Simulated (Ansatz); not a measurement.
ZnSnN2 as one 8-atom ordering (P4/nmm) on the rocksalt lattice: a relaxation of cell and atoms in Ansatz (r2SCAN). It starts from the PBE minimum.

```yaml
crystal:
  lattice:
    - [3.1931285231, 0.0, 0.0]
    - [0.0, 3.1931285231, 0.0]
    - [0.0, 0.0, 9.2245612661]
  atoms:
    - { symbol: Zn, position: [0.5, 0.0, 0.9008311536] }
    - { symbol: "N", position: [0.5, 0.0, 0.1337742793] }
    - { symbol: Zn, position: [0.0, 0.5, 0.0991688464] }
    - { symbol: "N", position: [0.0, 0.5, 0.3975413261] }
    - { symbol: Sn, position: [0.5, 0.0, 0.3594163863] }
    - { symbol: "N", position: [0.5, 0.0, 0.6024586739] }
    - { symbol: Sn, position: [0.0, 0.5, 0.6405836137] }
    - { symbol: "N", position: [0.0, 0.5, 0.8662257207] }
kpoints:
  mp_grid: { grid: [8, 8, 4] }
hamiltonian:
  xc: r2scan
scf:
  occupations: { method: fermi_dirac, width: 0.02 }
relax:
  f_tol: 0.005
  cell: {}
output:
  write_density: true
  write_potential: true
  elf: true
  volumetric_format: npy
```

The trajectory has 8 recorded frames, each with positions in Å and forces in eV/Å. The last, and any step after a large change of cell, is solved on a basis re-selected at its cell; pressure is positive in compression.

Step 1: energy 0.0 meV/atom from step 1, largest force component 0.157 eV/Å, pressure -6.40 GPa
```xyz
8
Lattice="3.1931 0.0000 0.0000 0.0000 3.1931 0.0000 0.0000 0.0000 9.2246" Properties=species:S:1:pos:R:3:forces:R:3 pbc="T T T"
Zn    1.5966    0.0000    8.3098    0.0000    0.0000    0.0679
N     1.5966    0.0000    1.2340    0.0000    0.0000    0.1574
Zn    0.0000    1.5966    0.9148    0.0000    0.0000   -0.0679
N     0.0000    1.5966    3.6671    0.0000    0.0000    0.0546
Sn    1.5966    0.0000    3.3155    0.0000    0.0000   -0.0351
N     1.5966    0.0000    5.5574    0.0000    0.0000   -0.0546
Sn    0.0000    1.5966    5.9091    0.0000    0.0000    0.0351
N     0.0000    1.5966    7.9906    0.0000    0.0000   -0.1574
```

Step 2: energy -8.3 meV/atom from step 1, largest force component 0.211 eV/Å, pressure +0.59 GPa
```xyz
8
Lattice="3.1541 0.0000 0.0000 0.0000 3.1541 0.0000 0.0000 0.0000 9.0961" Properties=species:S:1:pos:R:3:forces:R:3 pbc="T T T"
Zn    1.5771    0.0000    8.1861    0.0000    0.0000    0.1010
N     1.5771    0.0000    1.2240    0.0000    0.0000   -0.0389
Zn    0.0000    1.5771    0.9101    0.0000    0.0000   -0.1010
N     0.0000    1.5771    3.6090    0.0000    0.0000    0.0658
Sn    1.5771    0.0000    3.2771    0.0000    0.0000   -0.2112
N     1.5771    0.0000    5.4872    0.0000    0.0000   -0.0658
Sn    0.0000    1.5771    5.8191    0.0000    0.0000    0.2112
N     0.0000    1.5771    7.8721    0.0000    0.0000    0.0389
```

Step 3: energy -8.6 meV/atom from step 1, largest force component 0.117 eV/Å, pressure +0.01 GPa
```xyz
8
Lattice="3.1540 0.0000 0.0000 0.0000 3.1540 0.0000 0.0000 0.0000 9.1221" Properties=species:S:1:pos:R:3:forces:R:3 pbc="T T T"
Zn    1.5770    0.0000    8.2156    0.0000    0.0000    0.0694
N     1.5770    0.0000    1.2222    0.0000    0.0000   -0.0462
Zn    0.0000    1.5770    0.9065    0.0000    0.0000   -0.0694
N     0.0000    1.5770    3.6305    0.0000    0.0000   -0.1173
Sn    1.5770    0.0000    3.2744    0.0000    0.0000    0.0888
N     1.5770    0.0000    5.4916    0.0000    0.0000    0.1173
Sn    0.0000    1.5770    5.8476    0.0000    0.0000   -0.0888
N     0.0000    1.5770    7.8998    0.0000    0.0000    0.0462
```

Step 4: energy -8.8 meV/atom from step 1, largest force component 0.032 eV/Å, pressure -0.10 GPa
```xyz
8
Lattice="3.1548 0.0000 0.0000 0.0000 3.1548 0.0000 0.0000 0.0000 9.1221" Properties=species:S:1:pos:R:3:forces:R:3 pbc="T T T"
Zn    1.5774    0.0000    8.2199    0.0000    0.0000    0.0302
N     1.5774    0.0000    1.2233    0.0000    0.0000   -0.0320
Zn    0.0000    1.5774    0.9022    0.0000    0.0000   -0.0302
N     0.0000    1.5774    3.6249    0.0000    0.0000   -0.0203
Sn    1.5774    0.0000    3.2771    0.0000    0.0000   -0.0019
N     1.5774    0.0000    5.4972    0.0000    0.0000    0.0203
Sn    0.0000    1.5774    5.8450    0.0000    0.0000    0.0019
N     0.0000    1.5774    7.8988    0.0000    0.0000    0.0320
```

Step 5: energy -8.8 meV/atom from step 1, largest force component 0.017 eV/Å, pressure 0.00 GPa
```xyz
8
Lattice="3.1541 0.0000 0.0000 0.0000 3.1541 0.0000 0.0000 0.0000 9.1192" Properties=species:S:1:pos:R:3:forces:R:3 pbc="T T T"
Zn    1.5770    0.0000    8.2192    0.0000    0.0000    0.0146
N     1.5770    0.0000    1.2201    0.0000    0.0000    0.0171
Zn    0.0000    1.5770    0.8999    0.0000    0.0000   -0.0146
N     0.0000    1.5770    3.6225    0.0000    0.0000   -0.0062
Sn    1.5770    0.0000    3.2749    0.0000    0.0000   -0.0149
N     1.5770    0.0000    5.4967    0.0000    0.0000    0.0062
Sn    0.0000    1.5770    5.8442    0.0000    0.0000    0.0149
N     0.0000    1.5770    7.8991    0.0000    0.0000   -0.0171
```

Step 6: energy -8.8 meV/atom from step 1, largest force component 0.005 eV/Å, pressure 0.00 GPa
```xyz
8
Lattice="3.1545 0.0000 0.0000 0.0000 3.1545 0.0000 0.0000 0.0000 9.1171" Properties=species:S:1:pos:R:3:forces:R:3 pbc="T T T"
Zn    1.5772    0.0000    8.2187    0.0000    0.0000    0.0030
N     1.5772    0.0000    1.2201    0.0000    0.0000    0.0044
Zn    0.0000    1.5772    0.8984    0.0000    0.0000   -0.0030
N     0.0000    1.5772    3.6209    0.0000    0.0000    0.0022
Sn    1.5772    0.0000    3.2740    0.0000    0.0000   -0.0051
N     1.5772    0.0000    5.4962    0.0000    0.0000   -0.0022
Sn    0.0000    1.5772    5.8431    0.0000    0.0000    0.0051
N     0.0000    1.5772    7.8970    0.0000    0.0000   -0.0044
```

Step 7: energy -8.8 meV/atom from step 1, largest force component 0.002 eV/Å, pressure -0.01 GPa
```xyz
8
Lattice="3.1550 0.0000 0.0000 0.0000 3.1550 0.0000 0.0000 0.0000 9.1153" Properties=species:S:1:pos:R:3:forces:R:3 pbc="T T T"
Zn    1.5775    0.0000    8.2172    0.0000    0.0000    0.0015
N     1.5775    0.0000    1.2198    0.0000    0.0000   -0.0002
Zn    0.0000    1.5775    0.8980    0.0000    0.0000   -0.0015
N     0.0000    1.5775    3.6201    0.0000    0.0000    0.0004
Sn    1.5775    0.0000    3.2733    0.0000    0.0000    0.0010
N     1.5775    0.0000    5.4951    0.0000    0.0000   -0.0004
Sn    0.0000    1.5775    5.8419    0.0000    0.0000   -0.0010
N     0.0000    1.5775    7.8955    0.0000    0.0000    0.0002
```

Step 8: energy -8.7 meV/atom from step 1, largest force component 0.001 eV/Å, pressure -0.02 GPa
```xyz
8
Lattice="3.1550 0.0000 0.0000 0.0000 3.1550 0.0000 0.0000 0.0000 9.1153" Properties=species:S:1:pos:R:3:forces:R:3 pbc="T T T"
Zn    1.5775    0.0000    8.2172    0.0000    0.0000    0.0015
N     1.5775    0.0000    1.2198    0.0000    0.0000   -0.0002
Zn    0.0000    1.5775    0.8980    0.0000    0.0000   -0.0015
N     0.0000    1.5775    3.6201    0.0000    0.0000    0.0003
Sn    1.5775    0.0000    3.2733    0.0000    0.0000    0.0011
N     1.5775    0.0000    5.4951    0.0000    0.0000   -0.0003
Sn    0.0000    1.5775    5.8419    0.0000    0.0000   -0.0011
N     0.0000    1.5775    7.8955    0.0000    0.0000    0.0002
```

The walk took 7 steps and changed the volume by -3.5 %. The last SCF, on a fresh basis, lies 8.7 meV an atom below the first. At the end: the symmetry is P4/nmm (No. 129, tetragonal); a = 3.155 Å, c = 9.115 Å in the conventional setting, 11.34 Å³ an atom. Zn has 5 N at 2.12–2.25 Å; N has 1 Sn at 2.05 Å and 5 Zn at 2.12–2.25 Å; N has 5 Sn at 2.22–2.26 Å; Sn has 6 N at 2.05–2.26 Å.

Run as `ansatz run input.yaml --threads 2 --pin off --max-ram 20275MiB --backend cpu --events-out ev --progress --plain --runs-dir out`.

Q: What wall time did it need on 2 threads of AMD EPYC 7R13 Processor (Zen 3), on a shared host, load about 2.8 per core, and how much host memory at the peak?

A: About 59 s, with a peak of 0.89 GiB.

All values are calculated for a non-magnetic cell, which may be hypothetical.

Where bands overlap the cell is a metal at that level, and these k meshes limit energies, forces and stress. Overlaps of a few tenths of an eV in semilocal functionals can be an artefact that a hybrid or GW lifts.
